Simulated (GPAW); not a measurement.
# Magnetic state of Co2 Ru5 Co2 0001 from several starts

Aim: find out whether Co2 Ru5 Co2 0001 carries moments, and which collinear order costs least.

Program: GPAW 26.7.0. Level of theory: PBE; plane waves with GPAW's PAW setups, scalar-relativistic. Results are calculated unless marked as measured.

Most raw output is cut from this account.

## 1. The structure

The cell holds 9 atoms: 4 Co and 5 Ru. Its edges and angles: a = 2.706 Å, b = 2.706 Å, c = 27.974 Å, α = 90.0°, β = 90.0°, γ = 120.0°. ideal sites on the substrate's mesh, layer spacings from atomic volumes, unrelaxed, 12 A of vacuum. Vacuum lies along c.

Coordinates:

```cif
data_structure
_symmetry_space_group_name_H-M 'P 1'
_symmetry_Int_Tables_number 1
_cell_length_a 2.7060
_cell_length_b 2.7060
_cell_length_c 27.9744
_cell_angle_alpha 90.000
_cell_angle_beta 90.000
_cell_angle_gamma 120.000
_cell_volume 177.40
loop_
_atom_site_label
_atom_site_type_symbol
_atom_site_fract_x
_atom_site_fract_y
_atom_site_fract_z
_atom_site_occupancy
Co1 Co 0.00000 0.00000 0.21448 1
Co2 Co 0.33333 0.66667 0.27705 1
Ru3 Ru 0.00000 0.00000 0.34667 1
Ru4 Ru 0.33333 0.66667 0.42334 1
Ru5 Ru 0.00000 0.00000 0.50000 1
Ru6 Ru 0.33333 0.66667 0.57666 1
Ru7 Ru 0.00000 0.00000 0.65333 1
Co8 Co 0.33333 0.66667 0.72295 1
Co9 Co 0.00000 0.00000 0.78552 1
```

## 2. Start 1: ferro ++++

Parallel moments need no larger cell; this start tests for a ferromagnetic state only.

File order1.py:

```python
import json
import numpy as np
from ase import Atoms
from ase.parallel import paropen, parprint
from gpaw import GPAW

atoms = Atoms(['Co', 'Co', 'Ru', 'Ru', 'Ru', 'Ru', 'Ru', 'Co', 'Co'],
    cell=[[2.706, 0.0, 0.0],
         [-1.353, 2.343465, 0.0],
         [0.0, 0.0, 27.9744]],
    scaled_positions=[[0.0, 0.0, 0.214482],
         [0.333333, 0.666667, 0.277054],
         [0.0, 0.0, 0.346672],
         [0.333333, 0.666667, 0.423336],
         [0.0, 0.0, 0.5],
         [0.333333, 0.666667, 0.576664],
         [0.0, 0.0, 0.653328],
         [0.333333, 0.666667, 0.722946],
         [0.0, 0.0, 0.785518]],
    pbc=True,
    magmoms=[1.8, 1.8, 0.0, 0.0, 0.0, 0.0, 0.0, 1.8, 1.8])
atoms.calc = GPAW(mode={'name': 'pw', 'ecut': 450},
    xc='PBE',
    kpts={'size': (20, 20, 1), 'gamma': True},
    occupations={'name': 'fermi-dirac', 'width': 0.05},
    convergence={'density': 1e-05, 'energy': 1e-05},
    maxiter=250,
    mixer={'name': 'pulay', 'beta': 0.03, 'nmaxold': 8, 'weight': 100},
    symmetry={'tolerance': 1e-4},
    txt='order1.txt')
e = atoms.get_potential_energy(force_consistent=True)
res = {'free_energy': e, 'energy_sigma0': atoms.get_potential_energy(), 'fermi_energy': atoms.calc.get_fermi_level()}
res['moments'] = atoms.get_magnetic_moments().tolist()
res['total'] = atoms.get_magnetic_moment()
parprint('site moments (muB):', np.round(res['moments'], 3))
parprint(f"total moment: {res['total']:.3f} muB")
parprint(f'free energy: {e:.6f} eV')
atoms.calc.write('order1.gpw')
with paropen('results.json', 'w') as f:
    json.dump(res, f)
```

On the command line:

```
$ OMP_NUM_THREADS=1 mpirun -n 4 gpaw python order1.py > order1.log
```

Run time: 8.6 min. Hardware: 4 MPI ranks of Arm Neoverse V1, shared host; peak memory 1.4 GiB; 34 min of CPU time.

Spin moment in the augmentation sphere by atom:

```csv
atom,spin moment in the augmentation sphere (μB)
Co1,1.84
Co2,1.47
Ru3,-0.04
Ru4,-0.04
Ru5,0.05
Ru6,-0.04
Ru7,-0.04
Co8,1.47
Co9,1.84
```

Read from the output:

```yaml
magnetization: 6.363 μB
final_state: ferromagnetic
```

After 46 cycles the largest moment stands at 1.84 μB.

## 3. Run 2 (antiferro ++--)

Reversing part of the moments tests the sign of the couplings between them.

order2.py is the script of step 2 with these lines changed:

```diff
@@ -20,3 +20,3 @@
     pbc=True,
-    magmoms=[1.8, 1.8, 0.0, 0.0, 0.0, 0.0, 0.0, 1.8, 1.8])
+    magmoms=[1.8, 1.8, 0.0, 0.0, 0.0, 0.0, 0.0, -1.8, -1.8])
 atoms.calc = GPAW(mode={'name': 'pw', 'ecut': 450},
@@ -29,3 +29,3 @@
     symmetry={'tolerance': 1e-4},
-    txt='order1.txt')
+    txt='order2.txt')
 e = atoms.get_potential_energy(force_consistent=True)
@@ -37,3 +37,3 @@
 parprint(f'free energy: {e:.6f} eV')
-atoms.calc.write('order1.gpw')
+atoms.calc.write('order2.gpw')
 with paropen('results.json', 'w') as f:
```

On the command line:

```
$ OMP_NUM_THREADS=1 mpirun -n 4 gpaw python order2.py > order2.log
```

Run time: 10 min. Hardware: 4 MPI ranks; peak memory 1.4 GiB.

Spin moment in the augmentation sphere by atom:

```csv
atom,spin moment in the augmentation sphere (μB)
Co1,1.84
Co2,1.48
Ru3,-0.03
Ru4,-0.05
Ru5,0.00
Ru6,0.05
Ru7,0.03
Co8,-1.48
Co9,-1.84
```

This step gave:

| Quantity | Value |
| --- | --- |
| magnetization | 0 μB |
| final state | antiferromagnetic |

It lies 0.928 meV a seeded atom under the first start, and its largest moment is 1.84 μB against 1.84 μB.

## 4. Run 3 (no spin polarisation)

A run without seeds gives the energy of the state without moments.

nospin.py is the script of step 3 with these lines changed:

```diff
@@ -19,4 +19,3 @@
          [0.0, 0.0, 0.785518]],
-    pbc=True,
-    magmoms=[1.8, 1.8, 0.0, 0.0, 0.0, 0.0, 0.0, -1.8, -1.8])
+    pbc=True)
 atoms.calc = GPAW(mode={'name': 'pw', 'ecut': 450},
@@ -29,11 +28,7 @@
     symmetry={'tolerance': 1e-4},
-    txt='order2.txt')
+    txt='nospin.txt')
 e = atoms.get_potential_energy(force_consistent=True)
 res = {'free_energy': e, 'energy_sigma0': atoms.get_potential_energy(), 'fermi_energy': atoms.calc.get_fermi_level()}
-res['moments'] = atoms.get_magnetic_moments().tolist()
-res['total'] = atoms.get_magnetic_moment()
-parprint('site moments (muB):', np.round(res['moments'], 3))
-parprint(f"total moment: {res['total']:.3f} muB")
 parprint(f'free energy: {e:.6f} eV')
-atoms.calc.write('order2.gpw')
+atoms.calc.write('nospin.gpw')
 with paropen('results.json', 'w') as f:
```

On the command line:

```
$ OMP_NUM_THREADS=1 mpirun -n 4 gpaw python nospin.py > nospin.log
```

Elapsed: 3.7 min, on 4 MPI ranks; peak memory 1.1 GiB.

Read from the output:

```yaml
final_state: non-magnetic (no spin polarisation)
```

It lies 281 meV a seeded atom over the first start.

## 5. Energies of the orders

These are free energies at a smearing of 0.05 eV, so its entropy term is in the differences. They are divided by the number of seeded atoms, so that cells of unlike size compare.

Orders:

```csv
start,final state,typed order kept,energy over the lowest (meV a seeded atom),largest site moment (μB),net moment (μB a primitive cell),mesh matched,CPU time (s)
ferro ++++,ferromagnetic,yes,0.9279,1.838,6.363,yes,2052
antiferro ++--,antiferromagnetic,yes,0,1.844,0,yes,2501
no spin polarisation,non-magnetic,-,282.1,0,0,yes,878.4
```

## 6. Results

```
lowest state found                 : antiferromagnetic (typed antiferro ++--)
largest site moment                : 1.84 μB
next state                         : ferromagnetic, 0.928 meV a seeded atom higher
energy gained by spin polarisation : 282 meV a seeded atom
```

What this shows: The lowest state found is antiferromagnetic, reached from the start antiferro ++--, with moments up to 1.84 μB. The two lowest states lie so close that the mesh, the functional or spin–orbit coupling could swap them. This is the lowest of 3 finished starts, no proof of the ground state.

[Logs and program files are shortened in this print: banners, set-up blocks, solver, clock and traceback lines can be left out without a mark of their own.]

[Logs are printed without paths, hosts, clocks, repeated set-up lines and the standing remarks that a program may print on its own settings, such as how far it seeks lower states.]

[Hosts, paths, dates, database ids (printed as entryN), source tags and the programs' standing remarks are cut or masked in the printed files.]

[Where a cell is said to come from a database of computed structures, the database is the Materials Project.]
